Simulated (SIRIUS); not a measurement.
The system is In.

```
CELL_PARAMETERS angstrom
-1.62547 1.62547 2.47370
1.62547 -1.62547 2.47370
1.62547 1.62547 -2.47370
ATOMIC_POSITIONS crystal
In 0.00000 0.00000 0.00000
```

Base run:

```yaml
Program: SIRIUS 7.10.0
Functional: RPBE
Potentials_or_basis: PseudoDojo 0.4.1 PBE standard (scalar relativistic)
Cutoff: 960 eV
Density_cutoff: 3840 eV
k_mesh: 9 × 9 × 9
Occupations: fermi-dirac, width 0.05 eV
Spin: no spin polarisation
```

Its results: band gap on the k mesh none (metal or under the smearing width); pressure 3.7 GPa.

Q: After a change of settings the same cell gave: band gap on the k mesh none (metal or under the smearing width); pressure 6.5 GPa. Which change was it?
A. functional from RPBE to AM05; libxc names from ["XC_GGA_X_RPBE", "XC_GGA_C_PBE"] to ["XC_GGA_X_AM05", "XC_GGA_C_AM05"]
B. functional from RPBE to BPBE; libxc names from ["XC_GGA_X_RPBE", "XC_GGA_C_PBE"] to ["XC_GGA_X_B88", "XC_GGA_C_PBE"]
C. functional from RPBE to PW91; libxc names from ["XC_GGA_X_RPBE", "XC_GGA_C_PBE"] to ["XC_GGA_X_PW91", "XC_GGA_C_PW91"]
D. functional from RPBE to BLYP; libxc names from ["XC_GGA_X_RPBE", "XC_GGA_C_PBE"] to ["XC_GGA_X_B88", "XC_GGA_C_LYP"]

A: D.

Caveats: the potentials were made for another functional, which shifts forces and pressure.
